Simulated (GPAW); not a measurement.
The system is Al2O3.

```xyz
10
Lattice="4.6138 0.0000 0.0000 0.0000 9.5633 0.0000 0.0000 0.0000 3.1199" Properties=species:S:1:pos:R:3 pbc="T T T"
Al    4.5352    7.8856    0.0000
Al    0.0785    1.6777    0.0000
Al    2.2283    6.4593    1.5599
Al    2.3854    3.1040    1.5599
O     2.3069    4.7816    1.5599
O     0.5704    7.2016    1.5599
O     1.7365    2.4200    0.0000
O     2.8773    7.1433    0.0000
O     0.0000    0.0000    0.0000
O     4.0434    2.3617    1.5599
```

Measurements of this composition are mostly on another form, of space group No. 167.

Program: GPAW 26.7.0. Alike in all runs: task band structure; no spin polarisation; cell as given; cutoff (eV) 800; smearing fermi-dirac 0.05 eV.

Order these runs on this cell by their pressure, lowest first.
A. level LDA; potentials or basis the program's PAW data sets (release 1.2.1) made for this functional, pw; k mesh 4 × 2 × 6
B. level PBEsol; potentials or basis PAW data sets generated in the run's folder for this functional, pw; k mesh 5 × 3 × 7
C. level RPBE; potentials or basis the program's PAW data sets (release 1.2.1) made for this functional, pw; k mesh 5 × 3 × 7
D. level r2SCAN; potentials or basis GPAW PAW data sets (gpaw-data 1.2.1), pw; k mesh 4 × 2 × 6

A (-4.7 GPa), D (-2.6 GPa), B (-0.8 GPa), C (4.8 GPa).

Caveats: the PAW data sets were made with another functional, which shifts forces and pressure a little (some runs).

Runs at the PBE level aren't shown here.
